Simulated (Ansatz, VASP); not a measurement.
**Ru: VASP beside Ansatz**

```
CELL_PARAMETERS angstrom
2.70580 0.00000 0.00000
-1.35290 2.34329 0.00000
0.00000 0.00000 4.28190
ATOMIC_POSITIONS crystal
Ru 0.33333 0.66667 0.25000
Ru 0.66667 0.33333 0.75000
```

Alike in both runs: task single point; functional r2SCAN; k mesh 10 × 10 × 6; no spin polarisation.

|  | VASP | Ansatz |
| --- | --- | --- |
| version | VASP 6.6.1 | Ansatz 0.2.0 |
| potentials or method | VASP PAW PBE potentials, release 64 (Ru_pv) | plane waves, PAW |
| plane-wave cutoff (eV) | 520 | 500 |
| occupations | methfessel-paxton of order 1, width 0.02 eV | cold, width 0.02 eV |
| valence electrons in the cell | 28 | 32 |

```csv
,VASP,Ansatz,Ansatz less VASP
pressure (GPa),-0.5,-2.0,-1.49
largest component of the traceless stress (GPa),4.45,4.49,+0.041
```

The two sets of potentials don't hold the same shells in valence. Ansatz warned: «structure_snapped_to_symmetry».

Caveats: the PAW data sets were made with another functional, which shifts forces and pressure a little (VASP).
